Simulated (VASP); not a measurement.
# GaSb in VASP: further runs, part 2 of 3

VASP 6.6.1. The steps go on from the part before.

## Step 3: Single point, r2SCAN

This run uses another cell than the first one, of 28.83 Å³/atom, 1.015 times its volume.

POSCAR

```
GaSb
1.0
    0.0000000000      3.0662848028      3.0662848028
    3.0662848028      0.0000000000      3.0662848028
    3.0662848028      3.0662848028      0.0000000000
Ga Sb
1 1
Direct
    0.0000000000      0.0000000000      0.0000000000
    0.7500000000      0.7500000000      0.7500000000
```

INCAR.step1

```
SYSTEM = GaSb
PREC     = Accurate       ! precision mode
ENCUT    = 520            ! plane-wave cutoff, eV
ISMEAR   = 0              ! smearing method
SIGMA    = 0.01           ! smearing width, eV
LREAL    = .FALSE.        ! projectors in reciprocal space
LASPH    = .TRUE.         ! aspherical terms in the spheres
NELM     = 60             ! most SCF steps
NBANDS   = 16             ! bands
GGA      = PE             ! functional
ALGO     = Normal         ! electronic algorithm
EDIFF    = 1E-4           ! SCF threshold, eV
LWAVE    = .TRUE.         ! write WAVECAR
LCHARG   = .FALSE.        ! write CHGCAR
```

INCAR.step2

```
SYSTEM = GaSb
PREC     = Accurate       ! precision mode
ENCUT    = 520            ! plane-wave cutoff, eV
EDIFF    = 1E-6           ! SCF threshold, eV
ISMEAR   = 0              ! smearing method
SIGMA    = 0.01           ! smearing width, eV
LREAL    = .FALSE.        ! projectors in reciprocal space
LASPH    = .TRUE.         ! aspherical terms in the spheres
NELM     = 60             ! most SCF steps
ALGO     = Normal         ! electronic algorithm
ISIF     = 2              ! what is computed and relaxed
LWAVE    = .FALSE.        ! write WAVECAR
LCHARG   = .FALSE.        ! write CHGCAR
METAGGA  = R2SCAN         ! meta-GGA
LMIXTAU  = .TRUE.       
NBANDS   = 16             ! bands
ISTART   = 1
```

KPOINTS

```
Automatic mesh
0
G
  8 8 8
  0 0 0
```

Potentials or basis: VASP PAW PBE potentials, release 64 (Ga_d, Sb).

Started as:

```
> cat potpaw_PBE.64/Ga_d/POTCAR potpaw_PBE.64/Sb/POTCAR > POTCAR
> cp INCAR.step1 INCAR
> mpirun -np 1 vasp_std > vasp.out
> cp INCAR.step2 INCAR
> mpirun -np 1 vasp_std > vasp.out
```

OUTCAR:

```text
SYSTEM = GaSb
   PREC = Accurate
   ENCUT = 520
   EDIFF = 1E-6
   ISMEAR = 0
   LREAL = .FALSE.
   LASPH = .TRUE.
   NELM = 60
   ISIF = 2
   METAGGA = R2SCAN
   ISTART = 1

 ion  position               nearest neighbor table
   1  0.000  0.000  0.000-   2 2.66   2 2.66   2 2.66   2 2.66
   2  0.750  0.750  0.750-   1 2.66   1 2.66   1 2.66   1 2.66

  LATTYP: Found a face centered cubic cell.
 ALAT       =     6.1325696056

  Lattice vectors:

 A1 = (   0.0000000000,   3.0662848028,   3.0662848028)
 A2 = (   3.0662848028,   0.0000000000,   3.0662848028)
 A3 = (   3.0662848028,   3.0662848028,   0.0000000000)

Analysis of symmetry for initial positions (statically):
=====================================================================
 Subroutine PRICEL returns:
 Original cell was already a primitive cell.

 Routine SETGRP: Setting up the symmetry group for a
 face centered cubic supercell.

 Subroutine GETGRP returns: Found 24 space group operations
 (whereof 24 operations were pure point group operations)
 out of a pool of 48 trial point group operations.

The static configuration has the point symmetry T_d .
[... 160 lines left out ...]

 E-fermi :   4.6536     XC(G=0):  -9.6880

 val. band max:        4.6122070831   @ k =   0.0000   0.0000   0.0000
 cond. band min:       5.0073064888   @ k =   0.0000   0.0000   0.0000
 fundamental gap:      0.3950994057
 Fermi energy:         4.6535888642

 k-point     1 :       0.0000    0.0000    0.0000
  band No.  band energies     occupation
      1     -10.8722      2.00000
      2     -10.8722      2.00000
      3     -10.8722      2.00000
      4     -10.8163      2.00000
      5     -10.8163      2.00000
      6      -7.2681      2.00000
[... 433 lines left out ...]
      3     -10.8542      2.00000
      4     -10.8195      2.00000
      5     -10.8160      2.00000
      6      -5.1926      2.00000
[... 8 lines left out ...]
     15      14.8469      0.00000
     16      15.3768      0.00000

 [... further k-points ...]

------------------------ aborting loop because EDIFF is reached ----------------------------------------

  FORCE on cell =-STRESS in cart. coord.  units (eV):
  Direction    XX          YY          ZZ          XY          YZ          ZX
  --------------------------------------------------------------------------------------
  -------------------------------------------------------------------------------------
  Total        0.0242389      0.0242389      0.0242389      0.0000000      0.0000000     -0.0000000
  in kB        0.6735291      0.6735291      0.6735291      0.0000000      0.0000000     -0.0000000
  external PRESSURE =       0.6735291 kB  Pullay stress =       0.0000000 kB

 VOLUME and BASIS-vectors are now :
 -----------------------------------------------------------------------------
  energy-cutoff  :      520.00
  volume of cell :       57.66
      direct lattice vectors                 reciprocal lattice vectors
     0.000000000  3.066284803  3.066284803    -0.163063783  0.163063783  0.163063783
     3.066284803  0.000000000  3.066284803     0.163063783 -0.163063783  0.163063783
     3.066284803  3.066284803  0.000000000     0.163063783  0.163063783 -0.163063783

 POSITION                                       TOTAL-FORCE (eV/Angst)
 -----------------------------------------------------------------------------------
      0.00000      0.00000      0.00000        -0.000000     -0.000000     -0.000000
      4.59943      4.59943      4.59943         0.000000      0.000000      0.000000
 -----------------------------------------------------------------------------------
    total drift:                                0.000002      0.000002      0.000002

  FREE ENERGIE OF THE ION-ELECTRON SYSTEM (eV)
  ---------------------------------------------------
  free  energy   TOTEN  =       -37.6006070272 eV

  energy  without entropy=      -37.6006070272  energy(sigma->0) =      -37.60060703
```

OUTCAR.step1:

```text
SYSTEM = GaSb
   PREC = Accurate
   ENCUT = 520
   ISMEAR = 0
   LREAL = .FALSE.
   LASPH = .TRUE.
[... 677 lines left out ...]
      0.00000      0.00000      0.00000        -0.000000     -0.000000     -0.000000
      4.59943      4.59943      4.59943         0.000000      0.000000      0.000000
 -----------------------------------------------------------------------------------
    total drift:                               -0.000002     -0.000002     -0.000002

  FREE ENERGIE OF THE ION-ELECTRON SYSTEM (eV)
  ---------------------------------------------------
  free  energy   TOTEN  =        -7.3514364779 eV

  energy  without entropy=       -7.3514060148  energy(sigma->0) =       -7.35142125
```

It took 50 s on 1 thread of Intel Xeon Platinum 8488C (Sapphire Rapids), shared host; peak memory 0.19 GiB.

What came out:

```
Free energy            : -37.6006 eV
Pressure               : 0.1 GPa
Band gap on the k mesh : 0.40 eV, direct
```

Levels at points of the mesh, in eV from the valence-band top:
```
           k point  band 6  band 7  band 8  band 9  band 10  band 11  band 12  band 13
(0.00, 0.00, 0.00)  -11.88    0.00    0.00    0.00     0.40     2.98     2.98     2.98
(0.50, 0.00, 0.00)  -10.18   -6.54   -1.20   -1.20     0.67     4.01     4.01     6.93
(0.50, 0.50, 0.00)   -9.30   -7.02   -2.67   -2.67     1.13     1.49     9.22     9.22
```

Caveat: the PAW data sets were made with another functional, which shifts forces and pressure a little; spin-orbit coupling is left out, which moves the levels of the heavy elements.

## Step 4: Single point, r2SCAN

This run uses another cell than the first one, of 29.26 Å³/atom, 1.030 times its volume.

POSCAR

```
GaSb
1.0
    0.0000000000      3.0816162268      3.0816162268
    3.0816162268      0.0000000000      3.0816162268
    3.0816162268      3.0816162268      0.0000000000
Ga Sb
1 1
Direct
    0.0000000000      0.0000000000      0.0000000000
    0.7500000000      0.7500000000      0.7500000000
```

INCAR.step1

```
PREC     = Accurate       # precision mode
ENCUT    = 520            # plane-wave cutoff, eV
ISMEAR   = 0              # smearing method
SIGMA    = 0.01           # smearing width, eV
LREAL    = F              # projectors in reciprocal space
LASPH    = T              # aspherical terms in the spheres
NELM     = 80             # most SCF steps
NBANDS   = 16             # bands
GGA      = PE             # functional
ALGO     = Normal         # electronic algorithm
EDIFF    = 1E-4           # SCF threshold, eV
LWAVE    = T              # write WAVECAR
LCHARG   = F              # write CHGCAR
```

INCAR.step2

```
PREC     = Accurate       # precision mode
ENCUT    = 520            # plane-wave cutoff, eV
EDIFF    = 1E-6           # SCF threshold, eV
ISMEAR   = 0              # smearing method
SIGMA    = 0.01           # smearing width, eV
LREAL    = F              # projectors in reciprocal space
LASPH    = T              # aspherical terms in the spheres
NELM     = 80             # most SCF steps
ALGO     = Normal         # electronic algorithm
ISIF     = 2              # what is computed and relaxed
LWAVE    = F              # write WAVECAR
LCHARG   = F              # write CHGCAR
METAGGA  = R2SCAN         # meta-GGA
LMIXTAU  = T            
NBANDS   = 16             # bands
ISTART   = 1
```

KPOINTS

```
regular mesh
0
Gamma
  8 8 8
```

Started as:

```
> cat potpaw_PBE.64/Ga_d/POTCAR potpaw_PBE.64/Sb/POTCAR > POTCAR
> cp INCAR.step1 INCAR
> mpirun -np 1 vasp_std > vasp.out
> cp INCAR.step2 INCAR
> mpirun -np 1 vasp_std > vasp.out
```

It took 58 s on 1 thread of Intel Xeon Platinum 8488C (Sapphire Rapids), shared host; peak memory 0.2 GiB.

It converged, with:

* Free energy: -37.5988 eV
* Pressure: -0.7 GPa
* Band gap on the k mesh: 0.28 eV, direct

Levels at points of the mesh, in eV from the valence-band top:
```csv
k point,band 5,band 6,band 7,band 8,band 9,band 10,band 11,band 12,band 13,band 14
"(0.00, 0.00, 0.00)",-15.40,-11.77,0.00,0.00,0.00,0.28,2.99,2.99,2.99,6.32
"(0.50, 0.00, 0.00)",-15.40,-10.11,-6.47,-1.18,-1.18,0.63,4.01,4.01,6.93,9.84
"(0.50, 0.50, 0.00)",-15.40,-9.26,-6.94,-2.62,-2.62,1.14,1.52,9.11,9.11,10.59
```

Caveat: the PAW data sets were made with another functional, which shifts forces and pressure a little; spin-orbit coupling is left out, which moves the levels of the heavy elements.

## Step 5: Single point, r2SCAN (z stretched by -0.5 %, x and y held)

POSCAR

```
GaSb
1.0
    0.0000000000      3.0662848028      3.0509533788
    3.0662848028      0.0000000000      3.0509533788
    3.0662848028      3.0662848028      0.0000000000
Ga Sb
1 1
Direct
    0.0000000000      0.0000000000      0.0000000000
    0.7500000000      0.7500000000      0.7500000000
```

INCAR.step1

```
SYSTEM = GaSb
ALGO = Normal
EDIFF = 1E-4
ENCUT = 520
GGA = PE
ISMEAR = 0
LASPH = .TRUE.
LCHARG = .FALSE.
LREAL = .FALSE.
LWAVE = .TRUE.
NBANDS = 16
NELM = 100
PREC = Accurate
SIGMA = 0.01
```

INCAR.step2

```
SYSTEM = GaSb
ALGO = Normal
EDIFF = 1E-6
ENCUT = 520
ISIF = 2
ISMEAR = 0
ISTART = 1
LASPH = .TRUE.
LCHARG = .FALSE.
LMIXTAU = .TRUE.
LREAL = .FALSE.
LWAVE = .FALSE.
METAGGA = R2SCAN
NBANDS = 16
NELM = 100
PREC = Accurate
SIGMA = 0.01
```

KPOINTS

```
k-points
0
G
  8 8 8
  0 0 0
```

Started as:

```
> cat potpaw_PBE.64/Ga_d/POTCAR potpaw_PBE.64/Sb/POTCAR > POTCAR
> cp INCAR.step1 INCAR
> mpirun -np 1 vasp_std > vasp.out
> cp INCAR.step2 INCAR
> mpirun -np 1 vasp_std > vasp.out
```

Wall time 76 s (1 thread of Intel Xeon Platinum 8488C (Sapphire Rapids), shared host); peak memory 0.22 GiB.

It converged, with:

| Item | Value |
| --- | --- |
| Free energy | -37.6001 eV |
| Pressure | 0.3 GPa |
| Band gap on the k mesh | 0.41 eV, direct |

Stress tensor (GPa, compression positive):
```
0.26 0.00 0.00
0.00 0.26 0.00
0.00 0.00 0.50
```

Levels at points of the mesh, in eV from the valence-band top:
```
           k point  band 5  band 6  band 7  band 8  band 9  band 10  band 11  band 12  band 13  band 14
(0.00, 0.00, 0.00)  -15.46  -11.94   -0.03   -0.03    0.00     0.41     2.95     2.97     2.97     6.33
(0.50, 0.00, 0.00)  -15.46  -10.22   -6.59   -1.25   -1.21     0.66     3.98     4.01     6.90     9.94
(0.50, 0.50, 0.00)  -15.45   -9.32   -7.04   -2.73   -2.73     1.07     1.44     9.23     9.23    10.76
(0.50, 0.00, 0.50)  -15.45   -9.34   -7.07   -2.70   -2.70     1.11     1.47     9.23     9.23    10.74
```

Caveat: the cell differs from its parent crystal (z stretched by -0.5 %, x and y held); the PAW data sets were made with another functional, which shifts forces and pressure a little; spin-orbit coupling is left out, which moves the levels of the heavy elements. A k mesh can miss the band edges.

[end of part 2 of 3]
